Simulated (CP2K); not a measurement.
**CuO: band structure with LDA**

The system is CuO.

```
Cu O
1.0
     3.28802    0.00000    0.00000
    -1.64401    2.84751    0.00000
     0.00000    0.00000    5.38502
Cu O
2 2
Direct
  0.66667 0.33333 0.00000
  0.33333 0.66667 0.50000
  0.66667 0.33333 0.62520
  0.33333 0.66667 0.12520
```

Measurements of this composition are mostly on another form, of space group No. 15.

```yaml
Program: CP2K 2026.2
Task: band structure
Functional: LDA
Potentials_or_basis: GTH_POTENTIALS Cu GTH-PADE-q11, O GTH-PADE-q6; TZVP-MOLOPT-PBE-GTH basis
Density_cutoff: 8163 eV
k_mesh: 9 × 9 × 5
Occupations: fermi-dirac, width 0.01 eV
Spin: no spin polarisation
SCF_solver: diagonalisation with k points
Quickstep_method: GPW
EPS_DEFAULT: 1.0E-9
EPS_SCF: 1.0E-6
MAX_SCF: 100
SCF_GUESS: ATOMIC
k_points_reduced_by_the_point_group: yes
Mesh_centred_on_Gamma: yes
CHOLESKY: OFF
EPS_EIGVAL: 1.0E-7
MIXING_METHOD: BROYDEN_MIXING
MIXING_ALPHA: 0.4
NBUFFER: 8
NGRIDS: 4
Basis_sets: Cu TZVP-MOLOPT-PBE-GTH-q11, O TZVP-MOLOPT-PBE-GTH-q6
Potentials: Cu GTH-PADE-q11 of GTH_POTENTIALS, O GTH-PADE-q6 of GTH_POTENTIALS
ADDED_MOS: "[20]"
Points_a_segment_of_the_path_NPOINTS: 8
Bands_added_on_the_path: 4
REL_CUTOFF_Ry: 60 Ry
MIXING_BETA_1/bohr: 1.5 1/bohr
CUTOFF_of_the_grids: 600 Ry
```

```json
{"Pressure": "-18.4 GPa", "Largest force": "0.051 eV/Å", "Band gap on the k mesh": "none (metal or under the smearing width)", "Mulliken charges": "Cu +0.89; O -0.89 e", "Hirshfeld charges": "Cu +0.31; O -0.31 e"}
```

Forces in eV/Å, atoms in the order of the input:
```
Cu   0.000  0.000 -0.051
Cu   0.000  0.000 -0.051
O    0.000  0.000  0.048
O    0.000  0.000  0.048
```

Stress tensor (GPa, compression positive):
```
-18.97   0.00   0.00
  0.00 -18.97   0.00
  0.00   0.00 -17.39
```

Levels at the corners of the path, in eV from the Fermi level:
| point | band 16 | band 17 | band 18 | band 19 | band 20 | band 21 |
| --- | --- | --- | --- | --- | --- | --- |
| Γ | 0.68 | 0.79 | 0.79 | 0.95 | 5.59 | 7.68 |
| M | -1.05 | -0.17 | 0.04 | 5.90 | 6.83 | 7.81 |
| K | -0.61 | -0.61 | -0.61 | 7.71 | 7.71 | 8.00 |
| Γ | 0.68 | 0.79 | 0.79 | 0.95 | 5.59 | 7.68 |
| A | 0.41 | 0.41 | 0.41 | 3.35 | 3.35 | 10.19 |
| L | -0.46 | -0.43 | -0.43 | 5.99 | 5.99 | 8.21 |
| H | -1.12 | -0.39 | -0.39 | 7.99 | 7.99 | 8.25 |
| A | 0.41 | 0.41 | 0.41 | 3.35 | 3.35 | 10.19 |
| L | -0.46 | -0.43 | -0.43 | 5.99 | 5.99 | 8.21 |
| M | -1.05 | -0.17 | 0.04 | 5.90 | 6.83 | 7.81 |
| K | -0.61 | -0.61 | -0.61 | 7.71 | 7.71 | 8.00 |
| H | -1.12 | -0.39 | -0.39 | 7.99 | 7.99 | 8.25 |

Run time: 6.6 min on 2 threads of AMD EPYC (Zen 3), with other jobs on the host, peak memory 0.64 GiB.

Caveat: Mulliken charges move with the basis; so large a pressure means that the cell lies far from this level's equilibrium, or that cutoff or potentials fall short; the basis of atomic orbitals isn't converged, which shifts pressures, moduli and gaps; the run has no spin polarisation, though such a crystal can be magnetic; semilocal functionals often make such compounds metallic where correlation or magnetic order opens a gap, which also shifts bond lengths. With open d or f shells a metallic result of LDA can be an artefact of self-interaction; +U or a hybrid may open a gap.
